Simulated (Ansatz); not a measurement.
# Charge trapping in glassy Al2O3 (200 atoms), part 2 of 4

Does an extra electron or hole in glassy Al2O3 (200 atoms) stay spread out, or do the atoms trap it?

Ansatz 0.2.0; Kohn-Sham DFT, PBE, PAW (set soft_1), plane waves.

The cell: 80 Al and 120 O. The quench rate of 20 K/ps is many orders above laboratory rates. The starting topology of bonds comes from the classical model. The Brillouin zone is sampled at Γ only, in a cell whose shortest periodic width is 13 Å.

So far. Step 2 (Single point at the start): The r.m.s. force at the start is 0.95 eV/Å. Step 3 (Relaxation): The relaxation converged after 10 steps, 12.4 eV below its start, with a largest force component of 0.045 eV/Å.

## (4) Single point at the relaxed geometry

One more single point at the end of the walk gives the fuller output and checks the residual forces.

File input.yaml:

```yaml
crystal:
  lattice:
    - [13.0461, 0.0, 0.0]
    - [0.0, 13.0461, 0.0]
    - [0.0, 0.0, 13.0461]
  atoms:
    - { symbol: Al, position: [0.13198, 0.64804, 0.49501] }
    - { symbol: Al, position: [0.38977, 0.05411, 0.30316] }
    - { symbol: Al, position: [0.76408, 0.15701, 0.74429] }
    - { symbol: Al, position: [0.45049, 0.57272, 0.71776] }
    - { symbol: Al, position: [0.92595, 0.59952, 0.43796] }
    - { symbol: Al, position: [0.09088, 0.23863, 0.38178] }
    [... 188 atom lines left out ...]
    - { symbol: O, position: [0.44953, 0.29893, 0.13899] }
    - { symbol: O, position: [0.66112, 0.36525, 0.88588] }
    - { symbol: O, position: [0.6377, 0.5855, 0.89427] }
    - { symbol: O, position: [0.39985, 0.47989, 0.62145] }
    - { symbol: O, position: [0.844, 0.2611, 0.78623] }
    - { symbol: O, position: [0.08873, 0.05614, 0.4602] }
kpoints:
  mp_grid: { grid: [1, 1, 1] }
hamiltonian:
  xc: pbe
  pseudopotentials: { kind: paw, azcp: { folder: soft_1 } }
scf:
  occupations: { method: gaussian, width: 0.05 }
output:
  forces: true
  stress: true
  populations: true
  dos:
    method: { smearing: { sigma: 0.15 } }
    de: 0.1
    projected: { site_lists: { Al: [Al], O: [O] } }
  eigenvalues: true
  write_density: true
  write_potential: true
  volumetric_format: npy
  elf: true
```

Started as:

```bash
$ ansatz run input.yaml --threads 8 --pin off --max-ram 15872MiB --backend cpu --events-out ev --progress --plain --runs-dir out
```

Numbers of over 12 decimals in the logs are rounded to 6 here.

What it wrote:

```text
[...]
Crystal: 200 atoms, lattice volume = 2220.456 Å³
Basis set: ecut = 420 eV, 43507 PW (Γ), exchange–correlation on 180×180×180 points (8 copies of the dense FFT grid, shifted against one another)
Bands: 680, of which v1, the nominal top of the filled ones, is band 480 counted from 1 (479 counted from 0)
Symmetry: 1 space group operations
[...]
k-points: 1
[...]
SCF iter   1: F=—  HF=-111466.933529 eV  |F-HF|=—  |Δ(HF+E_count)|=         —  Δρ=1.28e-1  dr2=3.75e2  ethr=3.10e-3  ⟨swp⟩=6.0  Hψ=2916  notcnv=0  defer=46
[...]
SCF iter  10: F=-111365.223953 eV  HF=-111365.223953 eV  |F-HF|=4.55e-8  |Δ(HF+E_count)|=   2.39e-7  Δρ=1.92e-6  dr2=8.70e-8  ethr=1.04e-11  ⟨swp⟩=20.0  Hψ=6157  notcnv=0
SCF 1 converged in 10 iterations: F = -111365.223953 eV  dr2 = 8.70e-8
[...]
SCF converged after 10 iterations
Free energy (F): -111365.223953 eV
[...]
Internal energy: -111365.223953 eV  (E = F + TS)
E sigma→0 (E₀):  -111365.223953 eV
Fermi energy:    7.009228 eV
[...]
--- Forces (eV/Å), atoms counted from 1 ---
  atom   1  Al     0.03472310    -0.01580685    -0.00099690
  atom   2  Al    -0.00417405     0.00912188     0.00309007
  atom   3  Al     0.00682500    -0.00150714    -0.00775383
  atom   4  Al    -0.01241261     0.01458397    -0.01243665
  atom   5  Al    -0.00604742    -0.00591151    -0.01497617
  atom   6  Al     0.01249887     0.00763512     0.00094967
  atom   7  Al    -0.00126610    -0.00219974    -0.01556242
  atom   8  Al     0.00932379    -0.00650234     0.00478853
  atom   9  Al    -0.00582039     0.01016731     0.00278246
  atom  10  Al     0.00325542     0.00087989     0.00258825
  atom  11  Al    -0.00340371    -0.00445974     0.00393839
  atom  12  Al    -0.00773493    -0.02339984     0.00547320
  atom  13  Al     0.00271545    -0.00416118     0.00846207
  atom  14  Al    -0.00386990     0.00975629    -0.02066803
[...]
atom 199  O     -0.01267818     0.00325508     0.00281630
  atom 200  O      0.00234639     0.00479848     0.00219076
  max |Σ_I F_I| component: 8.52e-5 eV/Å
--- Stress (GPa, compression-positive) ---
        0.695224       0.430178       0.320435
        0.430172       0.771677      -0.518958
        0.320436      -0.518962      -0.419740
  P = ⅓ Tr σ = 0.3491 GPa (3.491 kbar)
--- Band table (eV) ---
[...]
--- Löwdin populations: 200 sites ---
  site symbol       q [e]
     0     Al      1.6829
     1     Al      1.6603
     2     Al      1.6457
[...]
199      O      6.8178
  spilling = 0.008174 (of n_electrons = 960.000000)
```

The job ended after 28 s (8 threads of Intel Xeon at 2.60GHz (Ice Lake), shared host; peak memory 3.8 GiB).

Numbers from this run:

```yaml
free_energy: -111365.2240 eV
free_energy_per_atom: -556.8261 eV/atom
scf_cycles: 10
pressure: 0.3491 GPa
r_m_s_force_component: 0.00893 eV/Å
longest_force: 0.05295 eV/Å
fermi_energy: 7.009 eV
spacing_of_highest_filled_and_lowest_empty_level: 3.082 eV
spilling_of_the_projection: 0.008174
```

Löwdin charges by element and coordination (they lack the spilled electrons, 0.039 e an atom on average):

| element | coordination | atoms | mean charge (e) | spread | least | most |
| --- | --- | --- | --- | --- | --- | --- |
| Al | all | 80 | 1.34 | 0.0292 | 1.27 | 1.39 |
| Al | 4 | 49 | 1.36 | 0.0168 | 1.31 | 1.39 |
| Al | 5 | 25 | 1.32 | 0.0155 | 1.29 | 1.35 |
| Al | 6 | 6 | 1.28 | 0.0103 | 1.27 | 1.30 |
| O | all | 120 | -0.827 | 0.0155 | -0.874 | -0.783 |
| O | 2 | 10 | -0.856 | 0.0174 | -0.874 | -0.822 |
| O | 3 | 103 | -0.826 | 0.0112 | -0.851 | -0.794 |
| O | 4 | 7 | -0.804 | 0.0113 | -0.820 | -0.783 |

States in the cell by windows of 1 eV, zero at the Fermi level; the larger projections on atomic orbitals stand beside the total:

| from (eV) | to (eV) | total | O p | Al p | Al s |
| --- | --- | --- | --- | --- | --- |
| -18 | -17 | 8.0 | 0.0 | 1.1 | 0.3 |
| -17 | -10 | 0.0 | 0.0 | 0.0 | 0.0 |
| -10 | -9 | 0.1 | 0.1 | 0.0 | 0.0 |
| -9 | -8 | 49.0 | 36.6 | 3.4 | 8.0 |
| -8 | -7 | 80.3 | 60.8 | 8.0 | 9.3 |
| -7 | -6 | 102.7 | 81.4 | 14.2 | 4.2 |
| -6 | -5 | 124.5 | 105.4 | 13.6 | 2.5 |
| -5 | -4 | 136.2 | 123.1 | 8.8 | 1.2 |
| -4 | -3 | 136.8 | 129.1 | 4.3 | 0.5 |
| -3 | -2 | 82.8 | 79.3 | 1.9 | 0.2 |
| -2 | -1 | 7.4 | 7.1 | 0.2 | 0.0 |
| -1 | 1 | 0.0 | 0.0 | 0.0 | 0.0 |
| 1 | 2 | 2.0 | 0.0 | 0.1 | 1.2 |
| 2 | 3 | 4.3 | 0.7 | 1.3 | 1.2 |
| 3 | 4 | 17.2 | 2.6 | 6.2 | 4.1 |
| 4 | 5 | 37.6 | 5.6 | 17.6 | 6.2 |

Between -22 and -18 eV lie 232 more states.

The levels nearest the highest filled one (over half full), pooled over k-points and spins:

| level less the highest filled one (eV) | occupation |
| --- | --- |
| -0.646 | 2 |
| -0.601 | 2 |
| -0.406 | 2 |
| -0.274 | 2 |
| -0.210 | 2 |
| 0 | 2 |
| 3.08 | 0 |
| 4.39 | 0 |
| 4.52 | 0 |
| 4.59 | 0 |
| 4.65 | 0 |
| 4.85 | 0 |

Electrostatic potential energy in the ab plane at fractional z = 0.324, with atoms of Al and O within 0.2 Å of it. With pseudopotentials it is smooth inside the atoms' cores, unlike the true potential.

Ten even steps from '0' (-29 eV) to '9' (12 eV), each cell a mean:
```
6555799999998877899999600055797478888
8610289999999999999999965786555689999
9500179999999999999999999998878899999
9865789999999999999999999998999999999
9998889999999999999999878888889999999
9999999888899998766786101677788889999
9999987655679997577565101787877788999
9999986589667566589658878999851278999
9999986567565237655578999999974589999
9999843466789899988888899999999899899
8888500069999999998765578999988886336
6555532489999999997578747522676672001
5565578888999999997568656200376676335
7555688888888999998755678755888889998
8874369999721499998311699999999999999
9986479999731589998100599999999999999
9887889999987788888646899999988888999
8755578999988877875556899999876567899
8755578999998610276556899999864446899
9866789999999500178777799999865557899
8766899999998755789999999999988788899
6556899999986555578999999999988899988
5875689999985697568998888998666787676
5885589999986555579998721375576574356
```
Columns run along a (13.0 Å; values clipped at the 3rd and 97th percentile), rows up along b (13.0 Å). Atoms in or near the plane, at fractional coordinates: Al at (0.48, 0.69), Al at (0.24, 0.67), Al at (0.79, 0.98), Al at (0.57, 0.49), Al at (0.05, 0.03), O at (0.40, 0.20), O at (0.94, 0.51), O at (0.17, 0.55), O at (0.08, 0.90), O at (0.55, 0.36), O at (0.62, 0.74), O at (0.65, 0.98), O at (0.72, 0.48).

Valence density in the ab plane at fractional z = 0.324, with atoms of Al and O within 0.2 Å of it. It is the smooth field of the valence electrons, not physical close to the nuclei.

Ten steps, logarithmic in the rise over the least value, from '0' (0.0 e/Å³) to '9' (7.0 e/Å³), each cell a mean:
```
2345421111211112222113699864111244543
3689752100000001111002466542222222111
3689853100000000000000122211223211001
2456532100000000000000111111122210000
1122211110000000111123554321112110000
1000112221110111111236898532222211111
0000012322223333211246898532345542111
0000012211245665311123554322468753110
0001133321356775322222111001356642110
1112477642234543222332110011123323332
3223699863111111112332212333322235776
5323578742100000012211124688642247998
4212333321111100001211135799742235776
2234543212345421012454323566431112332
1356764223578742124788631222110000000
1246653213578642125898631000000000000
0123432111344422123565421000011110000
1122211111122345432233211000122221111
2333321111113689753234432100123332111
2455421111013699853235543100122221111
3455421000012456532123432101122211111
2344310011222222211111221111222222222
2112110123332111221111344322222345654
2112211123332212332113578753212356764
```
Columns run along a (13.0 Å), rows up along b (13.0 Å). Atoms in or near the plane, at fractional coordinates: Al at (0.48, 0.69), Al at (0.24, 0.67), Al at (0.79, 0.98), Al at (0.57, 0.49), Al at (0.05, 0.03), O at (0.40, 0.20), O at (0.94, 0.51), O at (0.17, 0.55), O at (0.08, 0.90), O at (0.55, 0.36), O at (0.62, 0.74), O at (0.65, 0.98), O at (0.72, 0.48).

The highest filled and lowest empty levels differ by 3.08 eV (at Γ alone); a semilocal functional tends to put such gaps too low. In a disordered cell it changes from sample to sample, and tail or defect levels can set it. Mean Löwdin charges: Al +1.34, O -0.83 e (they miss 0.82 % of the electrons, so they add up to more than the cell's charge). The largest share in the top eV of filled states is O p (97 % of the projected weight), and in the lowest eV of empty states Al s (63 % of the projected weight).

## (5) An extra electron, atoms held

The electron count changes by one with the atoms held: a vertical process, on a uniform background, with spin and a narrow Fermi–Dirac smearing. Its energy against the neutral cell hangs on the program's zero of potential.

File input.yaml:

```yaml
crystal:
  lattice:
    - [13.0461, 0.0, 0.0]
    - [0.0, 13.0461, 0.0]
    - [0.0, 0.0, 13.0461]
  atoms:
    [... the 200 atom lines of step 4 ...]
total_charge: -1
kpoints:
  mp_grid: { grid: [1, 1, 1] }
hamiltonian:
  xc: pbe
  pseudopotentials: { kind: paw, azcp: { folder: soft_1 } }
scf:
  occupations: { method: fermi_dirac, width: 0.01 }
  lower_state_search: "off"
output:
  forces: true
  stress: true
  populations: intrinsic
  dos:
    method: { smearing: { sigma: 0.15 } }
    de: 0.1
    projected: { site_lists: { Al: [Al], O: [O] } }
  eigenvalues: true
  write_density: true
  write_potential: true
  volumetric_format: npy
magnetization:
  spin_polarized: true
  initial_magnetization: 1
```

What it wrote:

```text
[...]
Crystal: 200 atoms, lattice volume = 2220.456 Å³
Basis set: ecut = 420 eV, 43507 PW (Γ), exchange–correlation on 180×180×180 points (8 copies of the dense FFT grid, shifted against one another)
Bands: 681, of which v1, the nominal top of the filled ones, is band 481 counted from 1 (480 counted from 0)
Symmetry: 1 space group operations
[...]
k-points: 1
[...]
Starting moments: Σ|m| = 1 μB on 200 of 200 sites
[...]
SCF iter   1: F=—  HF=-111454.237000 eV  |F-HF|=—  |Δ(HF+E_count)|=         —  Δρ=6.31e-2 (↑6.27e-2 ↓6.31e-2)  dr2=3.61e2  dr2_m=1.42e-3  M=1.000 μB ∫|m|=1.002 μB  β_m=1.00  ethr=3.10e-3  ⟨swp⟩=6.0  Hψ=5856  notcnv=0  defer=92
[...]
spin=Collinear: Resta preconditioning applied to the charge; magnetization (m = ρ↑ − ρ↓) channel mixes plain (no charge-response kernel on spin).
SCF iter   2: F=—  HF=-111375.719964 eV  |F-HF|=—  |Δ(HF+E_count)|=         —  Δρ=2.76e-2 (↑2.76e-2 ↓2.76e-2)  dr2=7.99e1  dr2_m=5.30e-4  M=0.506 μB ∫|m|=0.545 μB  β_m=0.30  ethr=3.10e-3  ⟨swp⟩=2.0  Hψ=2542  notcnv=0  defer=388
[...]
SCF iter   6: F=—  HF=-111356.603355 eV  |F-HF|=—  |Δ(HF+E_count)|=   6.19e-2  Δρ=1.06e-3 (↑1.05e-3 ↓1.06e-3)  dr2=6.14e-2  dr2_m=6.59e-5  M=0.403 μB ∫|m|=0.433 μB  β_m=0.30  ethr=1.26e-5  ⟨swp⟩=2.5  Hψ=1365  notcnv=0  defer=388
[...]
spin-set hold released at iteration 6 (site moments contracting): the magnetisation degrees of freedom join the quasi-Newton model from the next iteration; the mixer history was flushed
SCF iter   7: F=—  HF=-111356.631459 eV  |F-HF|=—  |Δ(HF+E_count)|=   2.81e-2  Δρ=7.92e-4 (↑7.84e-4 ↓7.92e-4)  dr2=3.81e-2  dr2_m=3.76e-5  M=0.388 μB ∫|m|=0.416 μB  β_m=0.65  ethr=6.38e-6  ⟨swp⟩=2.0  Hψ=988  notcnv=0  defer=388
SCF iter   8: F=—  HF=-111356.689534 eV  |F-HF|=—  |Δ(HF+E_count)|=   5.81e-2  Δρ=1.36e-4 (↑1.36e-4 ↓1.32e-4)  dr2=2.49e-3  dr2_m=8.05e-6  M=0.309 μB ∫|m|=0.330 μB  β_m=0.73  ethr=3.96e-6  ⟨swp⟩=3.0  Hψ=1722  notcnv=0  defer=388
[...]
SCF iter  17: F=-111356.693328 eV  HF=-111356.693329 eV  |F-HF|=1.86e-8  |Δ(HF+E_count)|=   5.85e-7  Δρ=1.02e-6 (↑9.99e-7 ↓1.02e-6)  dr2=6.08e-8  dr2_m=2.24e-9  M=0.006 μB ∫|m|=0.006 μB  β_m=0.81  ethr=1.04e-11  ⟨swp⟩=6.0  Hψ=8527  notcnv=0
SCF iter  18: F=-111356.693329 eV  HF=-111356.693329 eV  |F-HF|=1.19e-9  |Δ(HF+E_count)|=   5.88e-8  Δρ=3.66e-7 (↑3.21e-7 ↓3.66e-7)  dr2=8.05e-9  dr2_m=1.59e-10  M=0.001 μB ∫|m|=0.002 μB  ethr=6.33e-12  ⟨swp⟩=5.0  Hψ=6864  notcnv=0
WARN: the starting moments were not kept: the SCF closed with an absolute magnetisation of 1.5e-3 μB, where they sum to 1 μB in size (200 sites). That is at most 0.1 of that sum. Measured as dr2_m measures the in/out step, that magnetisation stands 5.9e-9 eV from none, [...]
SCF 1 converged in 18 iterations: F = -111356.693329 eV  dr2 = 8.05e-9
[...]
SCF converged after 18 iterations
Magnetization: 0.0015 μB (480.5007 up, 480.4993 down)
Absolute magnetization: 0.0016 μB (∫|ρ↑−ρ↓|, with the PAW one-centre terms)
[...]
Per-site moments (μB) at R_I (Å): [(1.4050945789367612e-6, 0.726729), (1.5412384061487942e-6, 0.717352), (2.4928549717615014e-6, 0.727703), (1.7446350453283273e-6, 0.699174), (1.6777264608088058e-6, 0.745207), [...]
Free energy (F): -111356.693329 eV
[...]
Internal energy: -111356.679466 eV  (E = F + TS)
E sigma→0 (E₀):  -111356.686397 eV
Entropy (-TS):   -0.013863 eV (-0.069 meV/atom)
Fermi energy:    8.538619 eV
[...]
Σ components = -111356.693329   (vs F -111356.693329, Δ=0.00e0)
--- Forces (eV/Å), atoms counted from 1 ---
  atom   1  Al     0.01659101    -0.03021455    -0.00549226
  atom   2  Al     0.01850343     0.00958994     0.01612586
  atom   3  Al    -0.03465962     0.02091715     0.01144331
  atom   4  Al     0.03760905     0.07513456     0.01644052
[...]
atom 200  O      0.02104082     0.00974073     0.00679607
  max |Σ_I F_I| component: 7.19e-5 eV/Å
--- Stress (GPa, compression-positive) ---
        0.865434       0.428717       0.316987
        0.428711       0.888921      -0.518580
        0.316988      -0.518584      -0.247809
  P = ⅓ Tr σ = 0.5022 GPa (5.022 kbar)
--- Band table (eV) ---
[...]
--- intrinsic populations: 200 sites ---
  site symbol       q [e]    m [muB]
     0     Al      1.6964     0.0000
     1     Al      1.6787     0.0000
     2     Al      1.6674     0.0000
[...]
199      O      6.8849     0.0000
  spilling = 0.000000 (of n_electrons = 961.000000)
```

Elapsed: 77 s, on 8 threads; peak memory 6.8 GiB.

The program notes that starting moments were not kept.

An extra electron, atoms held: the energy stands 8.53 eV above that of the reference. An odd electron should give 1 μB; this run ended with the carrier shared between both spins.

The levels nearest the highest filled one (over half full), pooled over k-points and spins:

| level less the highest filled one (eV) | occupation |
| --- | --- |
| -3.33 | 1 |
| -3.11 | 1 |
| -3.11 | 1 |
| 0 | 0.501 |
| 1.0e-4 | 0.499 |
| 1.32 | 0 |
| 1.32 | 0 |
| 1.44 | 0 |

## (6) An extra electron, atoms relaxed

The atoms now respond to the charge; the energy gained comes from screening by the atoms, from trapping if the charge localises, and from any strain left in the reference.

input.yaml, the sections that differ from step 5:

```yaml
output:
  forces: true
relax:
  f_tol: 0.05
  max_steps: 90
# crystal, total_charge, kpoints, hamiltonian, scf, magnetization: as in step 5
```

What it wrote:

```text
[...]
Crystal: 200 atoms, lattice volume = 2220.456 Å³
Basis set: ecut = 420 eV, 43507 PW (Γ), exchange–correlation on 180×180×180 points (8 copies of the dense FFT grid, shifted against one another)
Bands: 681, of which v1, the nominal top of the filled ones, is band 481 counted from 1 (480 counted from 0)
Symmetry: 1 space group operations
[...]
k-points: 1
[...]
Starting moments: Σ|m| = 1 μB on 200 of 200 sites
[...]
SCF iter   1: F=—  HF=-111454.237000 eV  |F-HF|=—  |Δ(HF+E_count)|=         —  Δρ=6.31e-2 (↑6.27e-2 ↓6.31e-2)  dr2=3.61e2  dr2_m=1.42e-3  M=1.000 μB ∫|m|=1.002 μB  β_m=1.00  ethr=3.10e-3  ⟨swp⟩=6.0  Hψ=5856  notcnv=0  defer=92
[...]
SCF iter  15: F=-111356.693324 eV  HF=-111356.693324 eV  |F-HF|=6.12e-7  |Δ(HF+E_count)|=   1.71e-5  Δρ=3.37e-6 (↑3.37e-6 ↓3.08e-6)  dr2=2.28e-7  dr2_m=1.56e-7  M=0.051 μB ∫|m|=0.055 μB  ethr=7.87e-11  ⟨swp⟩=1.0  Hψ=4030  notcnv=0
[...]
SCF 1 converged in 15 iterations: F = -111356.693324 eV  dr2 = 2.28e-7
[...]
relax step   1: F+E_penalty+E_count = -111356.69332433 eV  Δ(F+E_penalty+E_count) = +0.000e0 eV  max|allowed force component| = 9.149e-2 eV/Å  Δτ_max = 0.0000 Å  (15 SCF iters, dr2 threshold 6.25e-5 eV, accepted)
[...]
relax step   2: F+E_penalty+E_count = -111356.69973092 eV  Δ(F+E_penalty+E_count) = -6.407e-3 eV  max|allowed force component| = 6.044e-2 eV/Å  Δτ_max = 0.0043 Å  (12 SCF iters, accepted)
[...]
relax step   3: F+E_penalty+E_count = -111356.70344538 eV  Δ(F+E_penalty+E_count) = -3.714e-3 eV  max|allowed force component| = 2.102e-2 eV/Å  Δτ_max = 0.0065 Å  (13 SCF iters, accepted)
SCF converged after 13 iterations
Magnetization: 0.0000 μB (480.5000 up, 480.5000 down)
Absolute magnetization: 0.0000 μB (∫|ρ↑−ρ↓|, with the PAW one-centre terms)
[...]
Per-site moments (μB) at R_I (Å): [(1.0394395439416935e-8, 0.726838), (1.1713072259966699e-8, 0.717473), (2.01061458999251e-8, 0.728212), (1.4647502459181446e-8, 0.699758), (1.3352225892766064e-8, 0.745224), [...]
Free energy (F): -111356.703445 eV
[...]
Internal energy: -111356.689582 eV  (E = F + TS)
E sigma→0 (E₀):  -111356.696514 eV
Entropy (-TS):   -0.013863 eV (-0.069 meV/atom)
Fermi energy:    8.523528 eV
[...]
--- Forces (eV/Å), atoms counted from 1 ---
  atom   1  Al     0.01851046    -0.00277655     0.00693812
  atom   2  Al    -0.00794865    -0.00093330    -0.00291551
  atom   3  Al     0.00909103    -0.00118001    -0.00569948
  atom   4  Al     0.00043528     0.01522184     0.00707797
  atom   5  Al     0.00165732     0.00478786    -0.00598957
  atom   6  Al     0.00669421    -0.00744616     0.00092355
  atom   7  Al    -0.00333198     0.00283934    -0.01034617
  atom   8  Al     0.00985381    -0.00574604     0.00070743
  atom   9  Al    -0.00308281     0.00035552    -0.00019336
  atom  10  Al    -0.00523088    -0.00338251    -0.00265632
  atom  11  Al    -0.00737751    -0.00197093     0.00154824
  atom  12  Al     0.00738263     0.00329386    -0.00868517
  atom  13  Al    -0.00456568    -0.01109098     0.00345656
  atom  14  Al     0.00555961     0.00753478     0.00257122
[...]
atom 199  O     -0.01170565    -0.00390520     0.00197413
  atom 200  O     -0.00556384     0.00029589    -0.00121606
  max |Σ_I F_I| component: 9.41e-5 eV/Å
--- Relaxed structure (3 steps of the walk, 3 accepted, 0 SCFs on fresh bases) ---
  F+E_penalty+E_count = -111356.70344538 eV   max|allowed force component| = 2.102e-2 eV/Å
  atoms:
    - { symbol: Al, position: [0.132024, 0.648030, 0.494906] }
    - { symbol: Al, position: [0.389702, 0.054329, 0.303155] }
    - { symbol: Al, position: [0.763821, 0.157208, 0.744161] }
    - { symbol: Al, position: [0.450316, 0.573089, 0.717906] }
[...]
- { symbol: O, position: [0.088778, 0.056268, 0.460170] }
```

It took 1.8 min on 8 threads; peak memory 6.7 GiB; 13 min of CPU time.

The relaxation converged after 3 steps, 0.0101 eV below its start, with a largest force component of 0.021 eV/Å.

An extra electron, atoms relaxed: the energy stands 8.52 eV above that of the reference. An odd electron should give 1 μB; this run ended with the carrier shared between both spins.

[end of part 2 of 4]

[Logs are printed without paths, hosts, clocks, repeated set-up lines and the standing remarks that a program may print on its own settings, such as how far it seeks lower states.]

[Hosts, paths, dates, database ids (printed as entryN), source tags and the programs' standing remarks are cut or masked in the printed files.]
